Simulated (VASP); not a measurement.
**Si in VASP 6.6.1, single-point calculation**

INCAR

```
SIGMA = 0.2
EDIFF = 1E-7
LWAVE = .FALSE.
ISIF = 2
GGA = PE
NBANDS = 8
IBRION = -1
ISMEAR = 0
LASPH = .TRUE.
ENCUT = 520
NSW = 0
PREC = Accurate
LCHARG = .FALSE.
NELECT = 7.5
NELM = 120
LREAL = .FALSE.
```

KPOINTS

```
KPOINTS created by Atomic Simulation Environment
0
Gamma
8 8 8
0 0 0
```

POSCAR

```
Si
 1.0000000000000000
     0.0000000000000000    2.7221188957000000    2.7221188957000000
     2.8310036515000001    0.0000000000000000    2.7221188957000000
     2.8310036515000001    2.7221188957000000    0.0000000000000000
 Si
   2
Cartesian
  0.0000000000000000  0.0000000000000000  0.0000000000000000
  1.4155018257499998  1.3610594478499998  1.3610594478499998
```

The recommended PBE PAW datasets give the neutral cell 8 valence electrons.

Command

```
mpirun -np 1 vasp_std
```

How does this run end, and what does it give?

It converged. Results: pressure -19.6 GPa.

OSZICAR

```
N       E                     dE             d eps       ncg     rms          rms(c)
DAV:   1     0.247961168918E+01    0.24796E+01   -0.27145E+03   944   0.637E+02
DAV:   2    -0.128678110824E+02   -0.15347E+02   -0.15140E+02  1440   0.745E+01
DAV:   3    -0.130644417058E+02   -0.19663E+00   -0.19422E+00  1232   0.103E+01
DAV:   4    -0.130653392099E+02   -0.89750E-03   -0.89747E-03  1544   0.805E-01
DAV:   5    -0.130653397504E+02   -0.54042E-06   -0.54021E-06  1192   0.172E-02    0.417E+00
DAV:   6    -0.131611165233E+02   -0.95777E-01   -0.19975E-02  1120   0.806E-01    0.243E+00
DAV:   7    -0.131415125486E+02    0.19604E-01   -0.52408E-02  1048   0.137E+00    0.253E-01
DAV:   8    -0.131415457457E+02   -0.33197E-04   -0.91453E-04  1304   0.233E-01    0.113E-01
DAV:   9    -0.131418511877E+02   -0.30544E-03   -0.69773E-04  1048   0.168E-01    0.254E-02
DAV:  10    -0.131418391559E+02    0.12032E-04   -0.18571E-05  1416   0.267E-02    0.873E-03
DAV:  11    -0.131418401252E+02   -0.96927E-06   -0.52881E-06  1168   0.150E-02    0.347E-03
DAV:  12    -0.131418408241E+02   -0.69893E-06   -0.76991E-07  1456   0.563E-03    0.413E-03
DAV:  13    -0.131418406592E+02    0.16490E-06   -0.56681E-08   704   0.158E-03    0.412E-04
DAV:  14    -0.131418405898E+02    0.69411E-07   -0.57424E-09   600   0.559E-04
   1 F= -.13141841E+02 E0= -.13131867E+02  d E =-.199471E-01
```

Standard output (part)

```
POSCAR found type information on POSCAR Si
 POSCAR found :  1 types and       2 ions
 LDA part: xc-table for (Slater+PW92), standard interpolation
 POSCAR, INCAR and KPOINTS ok, starting setup
 WAVECAR not read
 entering main loop
 the old and the new charge density differ
    0.417E+00
```

The cell is charged and sits in a uniform background.

For comparison, a separate PBE run of the intended cell, on usual settings and not on those above, gives a gap of 0.48 eV on its mesh and a pressure of -2.2 GPa.
